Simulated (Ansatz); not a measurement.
# GaP (F-43m) in Ansatz: notebook, part 2 of 2

Ansatz 0.2.0.

## 3. Topological invariants, BLYP, spin-orbit coupling, no magnetisation

input.yaml reads:

```yaml
crystal:
  lattice:
    - [0.0, 2.72525, 2.72525]
    - [2.72525, 0.0, 2.72525]
    - [2.72525, 2.72525, 0.0]
  atoms:
    - { symbol: Ga, position: [0.0, 0.0, 0.0] }
    - { symbol: P, position: [0.75, 0.75, 0.75] }
hamiltonian:
  xc: blyp
  pseudopotentials: { kind: paw_fr }
magnetization:
  noncollinear: true
  spin_orbit: true
kpoints:
  mp_grid: { grid: [8, 8, 8] }
  band_path:
    path:
      - [[0.0, 0.0, 0.0], [0.5, 0.0, 0.5], [0.5, 0.25, 0.75], [0.375, 0.375, 0.75], [0.0, 0.0, 0.0], [0.5, 0.5, 0.5], [0.625, 0.25, 0.625], [0.5, 0.25, 0.75], [0.5, 0.5, 0.5], [0.375, 0.375, 0.75]]
      - [[0.625, 0.25, 0.625], [0.5, 0.0, 0.5]]
    npoints: 14
scf:
  occupations: { method: fixed }
  n_extra_bands: 6
output:
  forces: true
  stress: true
  eigenvalues: true
  fatbands: false
  topological_invariants: true
```

Potentials or basis: Ansatz PAW.

Run with:

```
> ansatz run input.yaml --threads 2 --pin off --max-ram 5120MiB --backend cpu --events-out ev --progress --plain --runs-dir out
```

Standard output:

```text
Warning: RAYON_NUM_THREADS=2 ignored (pool sized by the plan → 2); use --threads N
scf.n_extra_bands = 6 over 18 filled bands (N_el = 18.0): the run solves 24 bands
Engine: ansatz 0.2.0, aarch64-unknown-linux-gnu
Pseudopotentials: kind: paw_fr
Pseudopotential: Ga, paw_fr, valence charge 13, recommended cutoff 420 eV (normal), Ga.paw.azcp#standard-fr
Pseudopotential: P, paw_fr, valence charge 5, recommended cutoff 420 eV (normal), P.paw.azcp#standard-fr
Functional definition: BLYP
  parameter beta = 0.0042
  parameter a = 0.04918
  parameter b = 0.132
  parameter c = 0.2533
  parameter d = 0.349
  exchange = b88_x(beta = beta)
  correlation = lyp_c(a = a, b = b, c = c, d = d)
non-collinear run that drives no moment, with spin-orbit: no starting moment large enough to seed its density (crystal.atoms[].spin), no starting occupations that ask for one, no magnetisation constraint and no magnetic field, so the semilocal B_xc is pinned to zero
Crystal: 2 atoms, lattice volume = 40.481 Å³
Basis set: ecut = 420 eV, 749 PW (Γ), exchange–correlation on 54×54×54 points (8 copies of the dense FFT grid, shifted against one another)
Bands: 24, of which v1, the nominal top of the filled ones, is band 18 counted from 1 (17 counted from 0)
Symmetry: 24 space group operations + 24 with time reversal
Magnetic group: BNS 216.75 (UNI 1577), of the structure as read, at distance tolerance 3.4e-5 Å
k-points: 29 of 512 (time reversal used)
Projection manifold: j_resolved (fully-relativistic pseudo-atomic orbitals)
Non-local potential: Ga, projectors of the file, l = 0: 2, l = 1: 4, l = 2: 6, l = 3: 2
Non-local potential: P, projectors of the file, l = 0: 2, l = 1: 4, l = 2: 4
PAW form: soft (Blöchl's): semilocal exchange-correlation on the pseudo side does not see the compensation charge
PAW frozen core: Ga, regenerated for the run's functional, and the local potential with it (the file was generated under x = pbe(κ = 0.804, μ = 0.2195149727645171), c = pbe(β = 0.06672455060314922))
PAW frozen core: P, regenerated for the run's functional, and the local potential with it (the file was generated under x = pbe(κ = 0.804, μ = 0.2195149727645171), c = pbe(β = 0.06672455060314922))
PAW one-centre angular grid: Ga, 590 points (default); XC on 64 Gauss nodes
PAW one-centre angular grid: P, 110 points (default); XC on 64 Gauss nodes
Initial density: superposition of atomic densities (chi_scale 0.1, normalization cell, long waves kept (reshape's long-wave potential 0.00 eV rms))
Initial wavefunctions: pseudopotential atomic-orbital guess
Functional: x = b88, c = lyp
SCF iter   1: F=—  HF=-4553.734264 eV  |F-HF|=—  |Δ(HF+E_count)|=         —  Δρ=4.33e-2  dr2=8.61e-1  dr2_m=0.00e0 (ungated)  ethr=3.10e-3  |M|=0.00e0 ∫|m|=0.00e0 μB  |m|>n=0.0e0 m-floor=0.0e0 τ_xc=0.0e0  β_m=0.30  ⟨swp⟩=5.1  Hψ=3259  notcnv=0  defer=58
[... 12 lines left out ...]
SCF converged after 7 iterations
Magnetization: |M| = 0.0000 μB,  M = (+0.0000, +0.0000, +0.0000) μB
Absolute magnetization: 0.0000 μB (∫|m|)
  site 0: m = (+0.0000, +0.0000, +0.0000) μB, |m| = 0.0000 μB  (R = 0.97 Å)
  site 1: m = (+0.0000, +0.0000, +0.0000) μB, |m| = 0.0000 μB  (R = 0.97 Å)
Free energy (F): -4553.517454 eV
Harris-Foulkes:  -4553.517454 eV  (|F-HF|=6.68e-9)
Internal energy: -4553.517454 eV  (E = F + TS)
E sigma→0 (E₀):  -4553.517454 eV
Fermi energy:    7.515487 eV
--- Per-component energies (eV) ---
  E_band       = -52.034770
  E_kinetic    = 187.659292
  E_local      = -2199.809371  (includes V_loc(G=0)·N_el)
  E_nonlocal   = 455.762759
  E_hartree    = 1019.465531
  E_xc         = -128.929205
  E_vxc        = -115.945128  (∫ρ·V_xc dr)
  E_paw        = -2575.051341  (= ΣΔE_a)
  E_vpaw       = -418.635719  (= ΣTr[D̂ρ^β])
  E_aug_tail   = -0.000115  (compensation charges beyond the density's cutoff)
  E_ewald      = -1312.644944
  E_core_change = 0.029941  (= ΣΔE_core)
  E_smearing   = -0.000000  (= −TS)
  E_closure    = -0.000000  (closes the sum)
  Σ components = -4553.517454   (vs F -4553.517454, Δ=0.00e0)
--- Forces (eV/Å), atoms counted from 1 ---
  atom   1  Ga    -0.00000000     0.00000000    -0.00000000
  atom   2  P      0.00000000    -0.00000000    -0.00000000
  max |Σ_I F_I| component: 1.02e-16 eV/Å
--- Stress (GPa, compression-positive) ---
        6.246298      -0.000000      -0.000000
        0.000000       6.246298       0.000000
       -0.000000       0.000000       6.246298
  P = ⅓ Tr σ = 6.2463 GPa (62.463 kbar)
--- Band table (eV; the first three rows and the last of 29) ---
  k-point 0: bands = ["-7.3994", "-7.3994", "-7.3994", "-7.3994", "-6.9801", "-6.9801", "-6.9137", "-6.9137", "-6.9137", "-6.9137", "-4.9869", "-4.9869", "7.4275", "7.4275", "7.5155", "7.5155", "7.5155", "7.5155", "9.1954", "9.1954", "11.3010", "11.3010", "11.4742", "11.4742"]
  k-point 1: bands = ["-7.4021", "-7.4021", "-7.4006", "-7.3959", "-6.9816", "-6.9816", "-6.9183", "-6.9183", "-6.9129", "-6.9075", "-4.7868", "-4.7868", "5.8478", "5.8478", "7.2296", "7.2296", "7.2896", "7.2931", "9.8685", "9.8685", "11.6934", "11.6934", "11.8157", "11.8169"]
  k-point 2: bands = ["-7.4090", "-7.4090", "-7.3989", "-7.3923", "-6.9832", "-6.9832", "-6.9281", "-6.9281", "-6.9052", "-6.8977", "-4.2203", "-4.2203", "3.6178", "3.6178", "6.7986", "6.7986", "6.8639", "6.8682", "9.6224", "9.6224", "12.2239", "12.2239", "12.3204", "12.3233"]
  k-point 28: bands = ["-7.4618", "-7.4129", "-7.3723", "-7.3640", "-7.0397", "-6.9357", "-6.9316", "-6.9155", "-6.8953", "-6.8951", "-1.9750", "-1.9709", "0.9059", "0.9175", "3.9841", "4.0037", "4.1211", "4.1721", "12.2941", "12.3289", "12.3350", "12.3382", "13.5754", "13.6797"]
--- Topological invariants of the lowest 18 bands, as many as the electrons (of this functional, at the state reached) ---
  Z2 = 0;(000)
  bands 18 and 19 are separated throughout the zone, as estimated from the states at the SCF's k-points
  smallest direct gap kept (no minimum is searched for): 1.6799 eV, known to 5.1e-4 eV, at k = (0.0000, 0.0000, 0.0000) in reciprocal vectors
  plane       ν
  k1 = 0      0
  k1 = 1/2    0
  k2 = 0      0
  k2 = 1/2    0
  k3 = 0      0
  k3 = 1/2    0
```

Wall time 17 s (2 threads of Arm Neoverse V2, shared host); peak memory 0.48 GiB.

What came out:

```yaml
Free_energy: -4553.5175 eV
Pressure: 6.2 GPa
Band_gap_on_the_k_mesh: 1.64 eV, indirect (least direct gap 1.68 eV)
Band_gap_along_the_path: 1.64 eV, indirect (least direct gap 1.68 eV)
```

Levels at the corners of the path, in eV from the valence-band top:
| point | band 16 | band 17 | band 18 | band 19 | band 20 | band 21 |
| --- | --- | --- | --- | --- | --- | --- |
| Γ | 0.00 | 0.00 | 0.00 | 1.68 | 1.68 | 3.79 |
| X | -2.68 | -2.66 | -2.66 | 1.80 | 1.80 | 1.90 |
| W | -3.51 | -3.39 | -3.34 | 4.78 | 4.81 | 4.82 |
| K | -3.86 | -2.25 | -2.25 | 2.28 | 2.28 | 4.84 |
| Γ | 0.00 | 0.00 | 0.00 | 1.68 | 1.68 | 3.79 |
| L | -1.17 | -1.10 | -1.10 | 1.64 | 1.64 | 4.74 |
| U | -3.86 | -2.25 | -2.25 | 2.28 | 2.28 | 4.84 |
| W | -3.51 | -3.39 | -3.34 | 4.78 | 4.81 | 4.82 |
| L | -1.17 | -1.10 | -1.10 | 1.64 | 1.64 | 4.74 |
| K | -3.86 | -2.25 | -2.25 | 2.28 | 2.28 | 4.84 |
| U | -3.86 | -2.25 | -2.25 | 2.28 | 2.28 | 4.84 |
| X | -2.68 | -2.66 | -2.66 | 1.80 | 1.80 | 1.90 |

Caveat: the PAW data sets come from PBE, with cores solved anew for the run's functional, which leaves a small shift of forces and pressure.

## 4. Comparison with measurements

Step 2. Measured gap of GaP: 2.34 eV (indirect; 10 K; quoted in “Stacking defects in GaP nanowires: Electronic structure and optical properties”, 2018, arxiv:1810.01194). This calculation gives 1.64 eV (-0.70 eV). The value is that of BLYP, without temperature or zero-point motion. Semilocal functionals fall short of measured gaps as a rule.

Step 3. Against the measured gap of GaP, 2.34 eV (indirect; 10 K; quoted in “Stacking defects in GaP nanowires: Electronic structure and optical properties”, 2018, arxiv:1810.01194), the calculated 1.64 eV is off by -0.70 eV. The value is that of BLYP, without temperature or zero-point motion. Semilocal functionals fall short of measured gaps as a rule.
